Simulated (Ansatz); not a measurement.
## AlNi2: how the plane-wave cutoff moves the results

Level of theory: DFT r2SCAN, scalar-relativistic, plane waves, PAW in Ansatz 0.2.0.

```
Al Ni
1.0
     3.88340    0.00360    0.04189
    -1.93859    3.38846   -0.04717
     0.05170   -0.03737    4.80056
Al Ni
2 4
Cartesian
  -0.1331 2.2411 0.9446
  1.8903 1.1181 3.8506
  0.0799 2.2357 3.1578
  1.9796 1.1793 1.5437
  0.0180 0.0201 2.4324
  -0.0163 -0.0473 0.0857
```

- Γ-centred k-mesh: 8×8×6
- occupation rule: Gaussian smearing, 0.1 eV
- spin treatment: unpolarised
- valence charge of the PAW sets: Al 3, Ni 18

The atoms stay fixed while the plane-wave cutoff is varied. ΔE is the energy extrapolated to zero smearing, less that of the reference run (600 eV). The cell was strained and its atoms displaced at random, so that forces don't vanish. Pressure is positive in compression and holds a correction for the finite cutoff (Pulay stress).

Times are rough; the reference took 3 min on 1 thread of Intel(R) Xeon(R) Platinum 8259CL CPU @ 2.50GHz (Skylake/Cascade Lake) (shared host), peak memory 1 GiB.

(1) One run gave ΔE = 17.0 meV/atom and P = 17.60 GPa. Which plane-wave cutoff did it use, of 200, 250, 300, 350, 500?

Results:

(1) 350 eV. All runs:

| cutoff (eV) | ΔE (meV/atom) | P (GPa) | largest change of a force component (eV/Å) | plane waves at Γ | wall time (s) |
| --- | --- | --- | --- | --- | --- |
| 200 | 10189 | 8.29 | 0.546 | 415 | 43 |
| 250 | 1609 | 21.20 | 0.158 | 549 | 58 |
| 300 | 193 | 18.15 | 0.026 | 751 | 67 |
| 350 | 17.0 | 17.60 | 0.006 | 931 | 78 |
| 500 | 1.01 | 17.40 | 0.001 | 1591 | 130 |
| 600 | 0.00 | 17.41 | 0.000 | 2127 | 180 |

7 further runs of this set didn't finish or converge.